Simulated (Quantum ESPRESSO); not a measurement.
# KI (Fm-3m) in Quantum ESPRESSO: a series of runs, part 2 of 3

Quantum ESPRESSO 7.5.

### Step 3. Phonons, PBE, target pressure 5 GPa, at which the enthalpy is minimised

Input file pw.in:

```
&CONTROL
  calculation = 'scf'
  prefix = 'pwscf'
  outdir = './tmp'
  pseudo_dir = './pseudo'
  tprnfor = .true.
  tstress = .true.
  disk_io = 'low'
/
&SYSTEM
  ibrav = 0
  A = 4.99609832
  nat = 2
  ntyp = 2
  ecutwfc = 74
  nbnd = 14
  occupations = 'smearing'
  smearing = 'fd'
  degauss = 0.00367493
/
&ELECTRONS
  conv_thr = 4d-10
  electron_maxstep = 120
  mixing_beta = 0.5
/
ATOMIC_SPECIES
I    126.9045 I.upf
K     39.0983 K.upf
CELL_PARAMETERS alat
   0.0000000000    0.7071067809    0.7071067809
   0.7071067809    0.0000000000    0.7071067809
   0.7071067809    0.7071067809    0.0000000000
ATOMIC_POSITIONS alat
I      0.7071067809    0.7071067809    0.7071067809
K      0.0000000000    0.0000000000    0.0000000000
K_POINTS automatic
4 4 4 1 1 1
```

Input file relax.in:

```
&CONTROL
  calculation = 'vc-relax'
  prefix = 'pwscf'
  outdir = './tmp'
  pseudo_dir = './pseudo'
  tprnfor = .true.
  tstress = .true.
  disk_io = 'low'
  nstep = 40
  forc_conv_thr = 0.0001
  etot_conv_thr = 1d-06
/
&SYSTEM
  ibrav = 0
  A = 4.99609832
  nat = 2
  ntyp = 2
  ecutwfc = 74
  nbnd = 14
  occupations = 'smearing'
  smearing = 'fd'
  degauss = 0.00367493
/
&ELECTRONS
  conv_thr = 4d-10
  electron_maxstep = 120
  mixing_beta = 0.5
/
&IONS
  ion_dynamics = 'bfgs'
/
&CELL
  cell_dynamics = 'bfgs'
  press = 50
  press_conv_thr = 0.2
/
ATOMIC_SPECIES
I    126.9045 I.upf
K     39.0983 K.upf
CELL_PARAMETERS alat
   0.0000000000    0.7071067809    0.7071067809
   0.7071067809    0.0000000000    0.7071067809
   0.7071067809    0.7071067809    0.0000000000
ATOMIC_POSITIONS alat
I      0.7071067809    0.7071067809    0.7071067809
K      0.0000000000    0.0000000000    0.0000000000
K_POINTS automatic
4 4 4 1 1 1
```

Input file scf2.in:

```
&CONTROL
  calculation = 'scf'
  prefix = 'pwscf'
  outdir = './tmp'
  pseudo_dir = './pseudo'
  tprnfor = .true.
  tstress = .true.
  disk_io = 'low'
/
&SYSTEM
  ibrav = 0
  A = 4.66373853
  nat = 2
  ntyp = 2
  ecutwfc = 74
  nbnd = 14
  occupations = 'fixed'
/
&ELECTRONS
  conv_thr = 1d-13
  electron_maxstep = 120
  mixing_beta = 0.5
  startingpot = 'file'
  startingwfc = 'file'
/
ATOMIC_SPECIES
I    126.9045 I.upf
K     39.0983 K.upf
CELL_PARAMETERS alat
   0.0000000000    0.7071067809    0.7071067809
   0.7071067809    0.0000000000    0.7071067809
   0.7071067809    0.7071067809    0.0000000000
ATOMIC_POSITIONS alat
I      0.7071067809    0.7071067809    0.7071067809
K      0.0000000000    0.0000000000    0.0000000000
K_POINTS automatic
4 4 4 1 1 1
```

Input file ph.in:

```
phonons of KI
&INPUTPH
  prefix = 'pwscf'
  outdir = './tmp'
  tr2_ph = 1d-18
  fildyn = 'dyn'
  niter_ph = 90
  alpha_mix(1) = 0.7
  epsil = .true.
/
0.0000000000 0.0000000000 0.0000000000
```

Input file dynmat.in:

```
&INPUT
  fildyn = 'dyn'
  asr = 'crystal'
  lperm = .true.
  filout = 'dynmat.disp'
  fileig = 'dynmat.eig'
/
```

Input file dynmat_lo.in:

```
&INPUT
  fildyn = 'dyn'
  asr = 'crystal'
  filout = 'dynmat_lo.disp'
  fileig = 'dynmat_lo.eig'
  q(1) = 0
  q(2) = 0
  q(3) = 1
/
```

Potentials or basis: PseudoDojo 0.4.1 SR PBE standard.

Launch:

```
$ OMP_NUM_THREADS=1 pw.x -in pw.in > pw.out
$ OMP_NUM_THREADS=1 pw.x -in relax.in > relax.out
$ OMP_NUM_THREADS=1 pw.x -in scf2.in > scf2.out
$ OMP_NUM_THREADS=1 ph.x -in ph.in > ph.out
$ OMP_NUM_THREADS=1 dynmat.x -in dynmat.in > dynmat.out
$ OMP_NUM_THREADS=1 dynmat.x -in dynmat_lo.in > dynmat_lo.out
```

pw.out:

```text
This program is part of the open-source Quantum ESPRESSO suite
     for quantum simulation of materials; please cite
[... 9 lines left out ...]
     --------------------
     sticks:   dense  smooth     PW     G-vecs:    dense   smooth      PW
     Sum        1813    1813    511                51253    51253    7799

     Using Slab Decomposition

     bravais-lattice index     =            0
     lattice parameter (alat)  =       9.4413  a.u.
     unit-cell volume          =     595.0789 (a.u.)^3
     number of atoms/cell      =            2
     number of atomic types    =            2
     number of electrons       =        16.00
     number of Kohn-Sham states=           14
     kinetic-energy cutoff     =      74.0000  Ry
     charge density cutoff     =     296.0000  Ry
     scf convergence threshold =      4.0E-10
     mixing beta               =       0.5000
     number of iterations used =            8  plain     mixing
[... 168 lines left out ...]
     7.2864   7.9318   8.6791   9.6049   9.9380  10.1450

          k =-0.6187 0.0884 0.0884 (  6398 PWs)   bands (ev):

   -27.1169 -10.6586 -10.6324 -10.6229  -8.9603   0.4113   0.9113   1.0184
     6.5588   7.4145   9.4018   9.5452  10.3057  10.7819

          k = 0.2652 0.2652 0.2652 (  6405 PWs)   bands (ev):
[... 6 lines left out ...]
   -27.1171 -10.7064 -10.6311 -10.6136  -8.8898   0.3376   0.7540   1.0118
     7.4644   8.3226   8.6453   9.7306   9.7645  10.2955

     the Fermi energy is     3.9880 ev

!    total energy              =     -86.20522251 Ry
     estimated scf accuracy    <          3.9E-10 Ry
     smearing contrib. (-TS)   =      -0.00000000 Ry
     internal energy E=F+TS    =     -86.20522251 Ry

     The total energy is F=E-TS. E is the sum of the following terms:
     one-electron contribution =     -29.58916855 Ry
     hartree contribution      =      19.12888971 Ry
     xc contribution           =     -20.82126808 Ry
     ewald contribution        =     -54.92367559 Ry

     convergence has been achieved in   8 iterations

     Forces acting on atoms (cartesian axes, Ry/au):

     atom    1 type  1   force =    -0.00000000    0.00000000   -0.00000000
     atom    2 type  2   force =    -0.00000000   -0.00000000    0.00000000

     Total force =     0.000000     Total SCF correction =     0.000000

     Computing stress (Cartesian axis) and pressure

          total   stress  (Ry/bohr**3)                   (kbar)     P=        5.81
   0.00003949  -0.00000000  -0.00000000            5.81       -0.00       -0.00
  -0.00000000   0.00003949  -0.00000000           -0.00        5.81       -0.00
  -0.00000000  -0.00000000   0.00003949           -0.00       -0.00        5.81

=------------------------------------------------------------------------------=
   JOB DONE.
=------------------------------------------------------------------------------=
```

relax.out:

```text
This program is part of the open-source Quantum ESPRESSO suite
     for quantum simulation of materials; please cite
[... 9 lines left out ...]
     --------------------
     sticks:   dense  smooth     PW     G-vecs:    dense   smooth      PW
     Sum        1813    1813    511                51253    51253    7799
[... 434 lines left out ...]
   0.00034005   0.00000000   0.00000000           50.02        0.00        0.00
   0.00000000   0.00034005   0.00000000            0.00       50.02        0.00
   0.00000000   0.00000000   0.00034005            0.00        0.00       50.02

=------------------------------------------------------------------------------=
   JOB DONE.
=------------------------------------------------------------------------------=
```

scf2.out:

```text
This program is part of the open-source Quantum ESPRESSO suite
     for quantum simulation of materials; please cite
[... 9 lines left out ...]
     --------------------
     sticks:   dense  smooth     PW     G-vecs:    dense   smooth      PW
     Sum        1585    1585    451                41655    41655    6375
[... 180 lines left out ...]
   0.00034005   0.00000000   0.00000000           50.02        0.00        0.00
   0.00000000   0.00034005   0.00000000            0.00       50.02        0.00
   0.00000000   0.00000000   0.00034005            0.00        0.00       50.02

=------------------------------------------------------------------------------=
   JOB DONE.
=------------------------------------------------------------------------------=
```

Wall time 6.8 min (1 thread of Arm Neoverse V2, shared host); peak memory 0.11 GiB.

What came out:

| Property | Result |
| --- | --- |
| Free energy | -1172.6349 eV |
| Relaxed volume | 35.86 Å³/atom |
| Relaxed cell | a = 4.664 Å, b = 4.664 Å, c = 4.664 Å, α = 60.00°, β = 60.00°, γ = 60.00° |
| Space group after relaxing (to 0.05 Å) | Fm-3m (No. 225) |
| Pressure after relaxing | 5.0 GPa |
| Electronic dielectric tensor (diagonal) | 3.23 |
| Born charges (mean of the diagonal) | I -1.07; K +1.07 e |
| Highest phonon frequency at Γ, LO-TO splitting left out | 151 cm⁻¹ |
| Static dielectric tensor (diagonal) | 4.38 |

The path:
```
step  energy change (eV)  largest force (eV/Å)  pressure (GPa)  volume (Å³)
   1              0.0000                0.0000            0.58        88.18
   2              0.0091                0.0000            0.90        86.21
   3              0.0301                0.0000            1.44        83.31
   4              0.0807                0.0000            2.44        79.08
   5              0.2089                0.0000            4.46        73.00
   6              0.2526                0.0000            5.09        71.54
   7              0.2464                0.0000            5.00        71.73
   8              0.2466                0.0000            5.00        71.73
```

Final structure:
```
I K
1.0
     0.00000    3.29776    3.29776
     3.29776    0.00000    3.29776
     3.29776    3.29776    0.00000
I K
1 1
Direct
  0.50000 0.50000 0.50000
  0.00000 0.00000 0.00000
```

Phonon frequencies in cm⁻¹ (negative: imaginary):
```
              q point           frequencies
(0.000, 0.000, 0.000)  -2 -2 -2 151 151 151
```

Electronic dielectric tensor:
```
3.23 0.00 0.00
0.00 3.23 0.00
0.00 0.00 3.23
```

Born effective charge tensors (e):
atom 1, I
```
-1.07  0.00  0.00
 0.00 -1.07  0.00
 0.00  0.00 -1.07
```
atom 2, K
```
1.07 0.00 0.00
0.00 1.07 0.00
0.00 0.00 1.07
```

Optical modes at Γ, degenerate ones joined, polar ones without the macroscopic field:
```csv
cm⁻¹,components,symmetry,active in,"IR intensity, summed ((D/Å)²/amu)"
151,3,T1u,IR,2.65
```

Zone-centre frequencies without and with the macroscopic field along z (cm⁻¹):
```csv
,optical modes in rising order
without,151 151 151
with the field,151 151 176
```

Static dielectric tensor, electrons and zone-centre modes:
```
4.38 0.00 0.00
0.00 4.38 0.00
0.00 0.00 4.38
```

Caveat: the volume moved by over 15 % at a fixed basis, so the end points are rough; the cell is more than 3 GPa from zero pressure, which shifts response properties.

### Step 4. Phonons, PBE, target pressure 10 GPa, at which the enthalpy is minimised

pw.in is that of step 3.

relax.in: that of step 3 with these lines changed.

```diff
@@ -33,3 +33,3 @@
   cell_dynamics = 'bfgs'
-  press = 50
+  press = 100
   press_conv_thr = 0.2
```

scf2.in: that of step 3 with these lines changed.

```diff
@@ -11,3 +11,3 @@
   ibrav = 0
-  A = 4.66373853
+  A = 4.4753664
   nat = 2
@@ -29,7 +29,7 @@
 CELL_PARAMETERS alat
-   0.0000000000    0.7071067809    0.7071067809
-   0.7071067809    0.0000000000    0.7071067809
-   0.7071067809    0.7071067809    0.0000000000
+   0.0000000000    0.7071067805    0.7071067805
+   0.7071067805    0.0000000000    0.7071067805
+   0.7071067805    0.7071067805    0.0000000000
 ATOMIC_POSITIONS alat
-I      0.7071067809    0.7071067809    0.7071067809
+I      0.7071067805    0.7071067805    0.7071067805
 K      0.0000000000    0.0000000000    0.0000000000
```

ph.in is that of step 3.

dynmat.in is that of step 3.

dynmat_lo.in is that of step 3.

Potentials or basis: PseudoDojo 0.4.1 SR PBE standard.

Launch:

```
$ OMP_NUM_THREADS=1 pw.x -in pw.in > pw.out
$ OMP_NUM_THREADS=1 pw.x -in relax.in > relax.out
$ OMP_NUM_THREADS=1 pw.x -in scf2.in > scf2.out
$ OMP_NUM_THREADS=1 ph.x -in ph.in > ph.out
$ OMP_NUM_THREADS=1 dynmat.x -in dynmat.in > dynmat.out
$ OMP_NUM_THREADS=1 dynmat.x -in dynmat_lo.in > dynmat_lo.out
```

pw.out:

```text
This program is part of the open-source Quantum ESPRESSO suite
     for quantum simulation of materials; please cite
[... 9 lines left out ...]
     --------------------
     sticks:   dense  smooth     PW     G-vecs:    dense   smooth      PW
     Sum        1813    1813    511                51253    51253    7799

     Using Slab Decomposition

     bravais-lattice index     =            0
     lattice parameter (alat)  =       9.4413  a.u.
     unit-cell volume          =     595.0789 (a.u.)^3
     number of atoms/cell      =            2
     number of atomic types    =            2
     number of electrons       =        16.00
     number of Kohn-Sham states=           14
     kinetic-energy cutoff     =      74.0000  Ry
     charge density cutoff     =     296.0000  Ry
     scf convergence threshold =      4.0E-10
     mixing beta               =       0.5000
     number of iterations used =            8  plain     mixing
[... 168 lines left out ...]
     7.2864   7.9318   8.6791   9.6049   9.9380  10.1450

          k =-0.6187 0.0884 0.0884 (  6398 PWs)   bands (ev):

   -27.1169 -10.6586 -10.6324 -10.6229  -8.9603   0.4113   0.9113   1.0184
     6.5588   7.4145   9.4018   9.5452  10.3057  10.7819

          k = 0.2652 0.2652 0.2652 (  6405 PWs)   bands (ev):
[... 6 lines left out ...]
   -27.1171 -10.7064 -10.6311 -10.6136  -8.8898   0.3376   0.7540   1.0118
     7.4644   8.3226   8.6453   9.7306   9.7645  10.2955

     the Fermi energy is     3.9880 ev

!    total energy              =     -86.20522251 Ry
     estimated scf accuracy    <          3.9E-10 Ry
     smearing contrib. (-TS)   =      -0.00000000 Ry
     internal energy E=F+TS    =     -86.20522251 Ry

     The total energy is F=E-TS. E is the sum of the following terms:
     one-electron contribution =     -29.58916855 Ry
     hartree contribution      =      19.12888971 Ry
     xc contribution           =     -20.82126808 Ry
     ewald contribution        =     -54.92367559 Ry

     convergence has been achieved in   8 iterations

     Forces acting on atoms (cartesian axes, Ry/au):

     atom    1 type  1   force =    -0.00000000    0.00000000   -0.00000000
     atom    2 type  2   force =    -0.00000000   -0.00000000    0.00000000

     Total force =     0.000000     Total SCF correction =     0.000000

     Computing stress (Cartesian axis) and pressure

          total   stress  (Ry/bohr**3)                   (kbar)     P=        5.81
   0.00003949  -0.00000000  -0.00000000            5.81       -0.00       -0.00
  -0.00000000   0.00003949  -0.00000000           -0.00        5.81       -0.00
  -0.00000000  -0.00000000   0.00003949           -0.00       -0.00        5.81

=------------------------------------------------------------------------------=
   JOB DONE.
=------------------------------------------------------------------------------=
```

Run time: 5.8 min. Hardware: 1 thread of Arm Neoverse V2, shared host; peak memory 0.1 GiB.

What came out:

| Property | Result |
| --- | --- |
| Free energy | -1172.2567 eV |
| Relaxed volume | 31.69 Å³/atom |
| Relaxed cell | a = 4.475 Å, b = 4.475 Å, c = 4.475 Å, α = 60.00°, β = 60.00°, γ = 60.00° |
| Space group after relaxing (to 0.05 Å) | Fm-3m (No. 225) |
| Pressure after relaxing | 10.0 GPa |
| Electronic dielectric tensor (diagonal) | 3.51 |
| Born charges (mean of the diagonal) | I -1.02; K +1.02 e |
| Highest phonon frequency at Γ, LO-TO splitting left out | 186 cm⁻¹ |
| Static dielectric tensor (diagonal) | 4.29 |

Step by step:
| step | energy change (eV) | largest force (eV/Å) | pressure (GPa) | volume (Å³) |
| --- | --- | --- | --- | --- |
| 1 | 0.0000 | 0.0000 | 0.58 | 88.18 |
| 2 | 0.0240 | 0.0000 | 1.30 | 84.01 |
| 3 | 0.0979 | 0.0000 | 2.74 | 78.01 |
| 4 | 0.3211 | 0.0000 | 6.03 | 69.56 |
| 5 | 0.7472 | 0.0000 | 11.55 | 61.56 |
| 6 | 0.6102 | 0.0000 | 9.82 | 63.61 |
| 7 | 0.6240 | 0.0000 | 9.99 | 63.39 |
| 8 | 0.6246 | 0.0000 | 10.00 | 63.38 |

Final structure:
```xyz
2
Lattice="0.0000 3.1646 3.1646 3.1646 0.0000 3.1646 3.1646 3.1646 0.0000" Properties=species:S:1:pos:R:3 pbc="T T T"
I     3.1646    3.1646    3.1646
K     0.0000    0.0000    0.0000
```

Levels at points of the mesh, in eV from the valence-band top:
```csv
k point,band 5,band 6,band 7,band 8,band 9,band 10,band 11,band 12
"(0.12, 0.12, 0.12)",-10.81,-0.33,0.00,0.00,5.52,6.31,6.49,6.49
```

Phonon frequencies in cm⁻¹ (negative: imaginary):
| q point | frequencies |
| --- | --- |
| (0.000, 0.000, 0.000) | -1 -1 -1 186 186 186 |

Electronic dielectric tensor:
```
3.51 0.00 0.00
0.00 3.51 0.00
0.00 0.00 3.51
```

Born effective charge tensors (e):
atom 1, I
```
-1.02  0.00  0.00
 0.00 -1.02  0.00
 0.00  0.00 -1.02
```
atom 2, K
```
1.02 0.00 0.00
0.00 1.02 0.00
0.00 0.00 1.02
```

Optical modes at Γ, degenerate ones joined, polar ones without the macroscopic field:
```csv
cm⁻¹,components,symmetry,active in,"IR intensity, summed ((D/Å)²/amu)"
186,3,T1u,IR,2.40
```

Zone-centre frequencies without and with the macroscopic field along z (cm⁻¹):
```
                optical modes in rising order
       without                    186 186 186
with the field                    186 186 206
```

Static dielectric tensor, electrons and zone-centre modes:
```
4.29 0.00 0.00
0.00 4.29 0.00
0.00 0.00 4.29
```

Caveat: the volume moved by over 15 % at a fixed basis, so the end points are rough; the cell is more than 3 GPa from zero pressure, which shifts response properties. Spin-orbit coupling is left out, which matters for the levels of I.

(Part 2 of 3 ends here.)
